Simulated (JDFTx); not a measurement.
# HgTe (Coloradoite) under changes of volume

One of the cells (33.215 Å³/atom); the others are scaled copies at fixed shape and fractional positions:

```
Hg Te
1.0
     0.00000    3.21450    3.21450
     3.21450    0.00000    3.21450
     3.21450    3.21450    0.00000
Hg Te
1 1
Direct
  0.00000 0.00000 0.00000
  0.75000 0.75000 0.75000
```

```yaml
Program: JDFTx 1.7.0 (patched build)
Functional: LDA
Potentials_or_basis: PseudoDojo-SR-LDA-0.4.1-standard
Cutoff: 1088 eV
Density_cutoff: 8708 eV
k_mesh: 7 × 7 × 7
Occupations: fermi-dirac, width 0.05 eV
Spin: no spin polarisation
```

| volume (Å³/atom) | energy over the lowest point (meV/atom) | pressure (GPa) |
| --- | --- | --- |
| 31.223 | ? | ? |
| 31.887 | 10.42 | 2.4 |
| 32.551 | 2.93 | 1.2 |
| 33.215 | 0.00 | 0.2 |
| 33.880 | 1.10 | -0.7 |
| 34.544 | 5.76 | -1.5 |
| 35.208 | 13.58 | -2.2 |

Question: What does the run at 31.223 Å³/atom give?

Answer: Energy over the lowest point 23.06 meV/atom; pressure 3.7 GPa.

Worked out: A Birch-Murnaghan fit of order 3 (a polynomial in V^(-2/3)) to the other rows has its minimum at 33.35 Å³/atom with B0 = V·E''(V) = 48 GPa and B' = 5.2. It gives 23.05 meV/atom at 31.223 Å³/atom, against the run's 23.06, and -dE/dV = 3.7 GPa, against 3.7.

Energies are extrapolated to zero smearing.
